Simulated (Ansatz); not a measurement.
A calculation with Ansatz 0.2.0 of Sb (native input, structure typed inline):

File input.yaml:

```yaml
crystal:
  lattice:
    - [3.16, 0.0, 0.0]
    - [0.0, 3.16, 0.0]
    - [0.0, 0.0, 3.16]
  atoms:
    - { symbol: Sb, position: [0.0, 0.0, 0.0] }
hamiltonian:
  xc: blyp
  pseudopotentials:
    kind: nc
    accuracy: standard
    azcp: { Sb: Sb_ONCV_PBE-1.2.nc.azcp }
kpoints:
  mp_grid: { grid: [8, 8, 8] }
scf:
  occupations: { method: fermi_dirac, width: 0.15 }
output:
  forces: true
  stress: true
  eigenvalues: true
```

Potentials or basis: SG15 NC.

The run is started by

```sh
$ ansatz run input.yaml --threads 1 --pin off --max-ram 2560MiB --backend cpu --events-out ev --progress --plain --runs-dir out
```

This isn't the form of Sb at room conditions, which is rhombohedral.

Question: Write the same calculation in another form: native input, Cartesian positions.

Answer: As run:

Contents of input.yaml:

```yaml
crystal:
  lattice:
    - [3.16, 0.0, 0.0]
    - [0.0, 3.16, 0.0]
    - [0.0, 0.0, 3.16]
  atoms:
    - { symbol: Sb, position_ang: [0.0, 0.0, 0.0] }
hamiltonian:
  xc: blyp
  pseudopotentials:
    kind: nc
    accuracy: standard
    azcp: { Sb: Sb_ONCV_PBE-1.2.nc.azcp }
kpoints:
  mp_grid: { grid: [8, 8, 8] }
scf:
  occupations: { method: fermi_dirac, width: 0.15 }
output:
  forces: true
  stress: true
  eigenvalues: true
```

Potentials or basis: SG15 NC.

Command:

```bash
$ ansatz run input.yaml --threads 1 --pin off --max-ram 2560MiB --backend cpu --events-out ev --progress --plain --runs-dir out
```

Both were run:

|  | native input, structure typed inline | native input, Cartesian positions |
| --- | --- | --- |
| Pressure | 1.1 GPa | 1.1 GPa |
| Band gap on the k mesh | none (metal or under the smearing width) | none (metal or under the smearing width) |

Keys that steer only the numerical path or the files written may differ.

Caveat: the potentials were made for another functional, which shifts forces and pressure.
